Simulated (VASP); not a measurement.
Write the native input for VASP 6.6.1 that does the following.

```yaml
Task: single point
Functional: PBE
Potentials_or_basis: VASP PAW PBE potentials, release 64 (Si)
Cutoff: 520 eV
k_mesh: 6 × 6 × 6
Occupations: gaussian, width 0.03 eV
Spin: no spin polarisation
Further_INCAR_settings: ALGO = Normal; EDIFF = 1e-06; NBANDS = 11
```

The structure of Si lies in POSCAR:

```
Si
1.0
    0.0000000000      2.7135600000      2.7135600000
    2.7135600000      0.0000000000      2.7135600000
    2.7135600000      2.7135600000      0.0000000000
Si
2
Direct
    0.7500000000      0.7500000000      0.7500000000
    0.5000000000      0.5000000000      0.5000000000
```

The input as run:

INCAR

```
SYSTEM = Si
PREC = Accurate
ENCUT = 520
EDIFF = 1E-6
ISMEAR = 0
SIGMA = 0.03
LREAL = .False.
LASPH = .True.
NELM = 80
ALGO = Normal
ISIF = 2
LWAVE = .False.
LCHARG = .False.
GGA = PE
NBANDS = 11
KPAR = 4
```

KPOINTS

```
regular mesh
0
Gamma
  6 6 6
  0 0 0
```

Potentials or basis: VASP PAW PBE potentials, release 64 (Si).

Launch:

```sh
$ cat potpaw_PBE.64/Si/POTCAR > POTCAR
$ mpirun -np 4 vasp_std > vasp.out
```

It gave:

* Pressure: 2.2 GPa
* Band gap on the k mesh: 0.70 eV, indirect (least direct gap 2.56 eV)

It took 2.6 s on 4 MPI ranks on Intel(R) Xeon(R) Platinum 8375C CPU @ 2.90GHz (Ice Lake) (shared host), peak memory 0.14 GiB a rank.
